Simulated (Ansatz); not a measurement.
LuH2:

```
CELL_PARAMETERS angstrom
0.00000 2.51650 2.51650
2.51650 0.00000 2.51650
2.51650 2.51650 0.00000
ATOMIC_POSITIONS crystal
Lu 0.00000 0.00000 0.00000
H 0.75000 0.75000 0.75000
H 0.25000 0.25000 0.25000
```

| Quantity | Value |
| --- | --- |
| Program | Ansatz 0.2.0 |
| Task | relaxation of cell and atoms |
| Functional | BLYP |
| Dispersion | D4 |
| Potentials or basis | Ansatz PAW |
| Cutoff | 420 eV (not typed: the program's choice for these potentials) |
| k mesh | 9 × 9 × 9 |
| Occupations | fermi-dirac, width 0.05 eV |
| Spin | no spin polarisation |

At the start: volume 10.62 Å³/atom.

Q: Where does the relaxation end?

A: It ends after 6 steps and the volume is 10.03 Å³/atom (-5.6 %); space group Fm-3m (No. 225, to 0.05 Å).

The path:
| step | energy change (eV) | largest force (eV/Å) | volume (Å³) |
| --- | --- | --- | --- |
| 1 | 0.0000 | 0.0000 | 31.87 |
| 2 | -0.0290 | 0.0000 | 30.32 |
| 3 | -0.0298 | 0.0000 | 30.11 |
| 4 | -0.0277 | 0.0000 | 30.11 |
| 5 | -0.0277 | 0.0000 | 30.10 |
| 6 | -0.0276 | 0.0000 | 30.10 |

Final structure:
```xyz
3
Lattice="0.0000 2.4688 2.4688 2.4688 0.0000 2.4688 2.4688 2.4688 0.0000" Properties=species:S:1:pos:R:3 pbc="T T T"
Lu    0.0000    0.0000    0.0000
H     3.7032    3.7032    3.7032
H     1.2344    1.2344    1.2344
```

Caveat: the plane-wave basis is chosen anew once the cell has moved, so the energies of steps on either side of that aren't comparable; the PAW data sets come from PBE, with cores solved anew for the run's functional, which leaves a small shift of forces and pressure.
